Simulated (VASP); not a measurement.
Crystal: TaN.

```xyz
2
Lattice="2.9399 0.0000 0.0000 -1.4700 2.5461 0.0000 0.0000 0.0000 2.8902" Properties=species:S:1:pos:R:3 pbc="T T T"
Ta    0.0000    0.0000    1.4451
N     1.4700    0.8487    0.0000
```

The cell comes from a database or a generator and needn't be the stable form of this composition.

| Property | Result |
| --- | --- |
| Program | VASP 6.6.1 |
| Task | relaxation of cell and atoms |
| Functional | PBEsol |
| Potentials or basis | VASP PAW PBE potentials, release 64 (Ta_pv, N) |
| Cutoff | 600 eV |
| k mesh | 6 × 6 × 6 |
| Occupations | gaussian, width 0.1 eV |
| Spin | no spin polarisation |

At the start: pressure -5.5 GPa; volume 10.82 Å³/atom.

Task: How do energy, volume and symmetry change on relaxing?

Result: Over 4 steps the energy falls by 3.0 meV/atom and the volume is 10.65 Å³/atom (-1.6 %); space group P-6m2 (No. 187, to 0.05 Å).

The path:
| step | energy change (eV) | largest force (eV/Å) | pressure (GPa) | volume (Å³) |
| --- | --- | --- | --- | --- |
| 1 | 0.0000 | 0.0000 | -5.55 | 21.63 |
| 2 | 0.0332 | 0.0000 | 15.66 | 20.48 |
| 3 | -0.0060 | 0.0000 | -0.09 | 21.30 |
| 4 | -0.0060 | 0.0000 | 0.02 | 21.30 |

Final structure:
```cif
data_structure
_symmetry_space_group_name_H-M 'P 1'
_symmetry_Int_Tables_number 1
_cell_length_a 2.9260
_cell_length_b 2.9260
_cell_length_c 2.8724
_cell_angle_alpha 90.000
_cell_angle_beta 90.000
_cell_angle_gamma 120.000
_cell_volume 21.30
loop_
_atom_site_label
_atom_site_type_symbol
_atom_site_fract_x
_atom_site_fract_y
_atom_site_fract_z
_atom_site_occupancy
Ta1 Ta 0.00000 0.00000 0.50000 1
N1 N 0.66667 0.33333 0.00000 1
```

Caveat: the k mesh is coarse (spacing up to 0.41 Å⁻¹), so the values aren't converged; the PAW data sets were made with another functional, which shifts forces and pressure a little.
